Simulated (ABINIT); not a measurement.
AlN:

```
CELL_PARAMETERS angstrom
0.00000 2.18399 2.18399
2.18399 0.00000 2.18399
2.18399 2.18399 0.00000
ATOMIC_POSITIONS crystal
Al 0.00000 0.00000 0.00000
N 0.25000 0.25000 0.25000
```

Measurements of this composition are mostly on another form, of space group No. 186.

* Program: ABINIT 10.8.3 (patched build)
* Task: relaxation of cell and atoms
* Functional: LDA
* Potentials or basis: PseudoDojo NC SR LDA v0.4 stringent
* Cutoff: 1143 eV
* k mesh: 8 × 8 × 8
* Occupations: fermi-dirac, width 0.05 eV
* Spin: no spin polarisation

At the start: pressure -4.8 GPa; volume 10.42 Å³/atom.

**Question.** Where does the relaxation end?

**Answer.** Over 4 steps the energy falls by 3.8 meV/atom and the volume is 10.17 Å³/atom (-2.4 %); space group F-43m (No. 216, to 0.05 Å).

The path:
```csv
step,energy change (eV),largest force (eV/Å),pressure (GPa),volume (Å³)
1,0.0000,0.0000,-4.80,20.83
2,-0.0064,0.0000,-1.90,20.53
3,-0.0075,0.0000,0.05,20.34
4,-0.0075,0.0000,0.00,20.34
```

Final structure:
```
Al N
1.0
     0.00000    2.16664    2.16664
     2.16664    0.00000    2.16664
     2.16664    2.16664    0.00000
Al N
1 1
Direct
  0.00000 0.00000 0.00000
  0.25000 0.25000 0.25000
```
